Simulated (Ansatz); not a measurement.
Here is an Ansatz 0.2.0 calculation.

input.yaml

```yaml
crystal:
  lattice:
    - [0.0, 2.47502, 2.47502]
    - [2.47502, 0.0, 2.47502]
    - [2.47502, 2.47502, 0.0]
  atoms:
    - { symbol: Pb, position: [0.0, 0.0, 0.0] }
hamiltonian:
  xc: pbe
  pseudopotentials: { kind: paw }
kpoints:
  mp_grid: { grid: [9, 9, 9] }
scf:
  occupations: { method: gaussian, width: 0.024 }
output:
  forces: true
  stress: true
  eigenvalues: true
```

Potentials or basis: Ansatz PAW.

Launch:

```sh
$ ansatz run input.yaml --threads 2 --pin off --max-ram 5632MiB --backend cpu --events-out ev --progress --plain --runs-dir out
```

Question: What does it give for the pressure?

Answer: 2.2 GPa.

Question: What does it give for the band gap on the k mesh?

Answer: None (metal or under the smearing width).

The run has no spin-orbit coupling, so splittings on Pb are missing.
